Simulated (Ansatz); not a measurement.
# SnO$_{2}$: enthalpy against pressure

SnO$_{2}$, P4_2/mnm, a = 4.722 Å, c = 3.190 Å. Ansatz: LDA, PAW, 420 eV, Γ-centred 6×6×6 mesh on 12 atoms, Gaussian smearing 0.02 eV; no spin polarisation. Cell and atoms are relaxed at each pressure, and no other structure is tried, so the rows at high pressure may lie past a change of phase. y is the enthalpy over the state at zero pressure; there V0 = 11.858 Å³/atom. The pressures are the targets, met within 0.03 GPa.

| P (GPa) | y (eV/atom) |
| --- | --- |
| -3.0 | -0.2237 |
| 0.0 | 0.0000 |
| 3.0 | ? |
| 8.0 | 0.5813 |
| 15.0 | 1.0744 |
| 30.0 | 2.0912 |

Task: Fit y = c1 P + c2 P² + c3 P³ to the other rows, say what c1 and c2 mean, and predict the missing value.

Result: Least squares on the rows shown. y = 0.074007 P − 0.00017451 P² + 1.0394×10⁻⁶ P³. Since dH/dP = V, c1 is V0: 0.074007 eV/GPa × 160.2 = 11.856 Å³ against 11.858; c2 = −V0/(2B0) gives B0 = 212 GPa, where a Birch–Murnaghan fit to the volumes of the same runs (not shown) gives 204 GPa: a cubic over this range folds the higher terms into c2. At P = 3.0 the fit asked for gives 0.2205 eV/atom. The run gave 0.2204 eV/atom, so the fit is 0.0001 eV/atom too high, within twice the rms miss on the fitted rows (0.00008 eV/atom).